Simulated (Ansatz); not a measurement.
Li:

```
Li
1.0
    -1.75465    1.75465    1.75465
     1.75465   -1.75465    1.75465
     1.75465    1.75465   -1.75465
Li
1
Direct
  0.00000 0.00000 0.00000
```

| Property | Result |
| --- | --- |
| Program | Ansatz 0.2.0 |
| Task | relaxation of cell and atoms |
| Functional | BLYP |
| Potentials or basis | Ansatz PAW |
| Cutoff | 420 eV (not typed: the program's choice for these potentials) |
| k mesh | 11 × 11 × 11 |
| Occupations | fermi-dirac, width 0.05 eV |
| Spin | no spin polarisation |

At the start: volume 21.61 Å³/atom.

Problem. How do energy, volume and symmetry change on relaxing?

Solution. It ends after 5 steps and the volume is 20.02 Å³/atom (-7.3 %); space group Im-3m (No. 229, to 0.05 Å).

The path:
```csv
step,energy change (eV),largest force (eV/Å),volume (Å³)
1,0.0000,0.0000,21.61
2,-0.0032,0.0000,20.93
3,-0.0049,0.0000,19.93
4,-0.0049,0.0000,20.02
5,-0.0049,0.0000,20.02
```

Final structure:
```
Li
1.0
    -1.71068    1.71068    1.71068
     1.71068   -1.71068    1.71068
     1.71068    1.71068   -1.71068
Li
1
Direct
  0.00000 0.00000 0.00000
```

The cell as given is a measured one (21.61 Å³/atom); BLYP puts the equilibrium volume -7.3 % from it, thermal expansion not counted.

Caveat: the potentials were made for another functional, which shifts forces and pressure; the plane-wave basis is chosen anew once the cell has moved, so the energies of steps on either side of that aren't comparable.
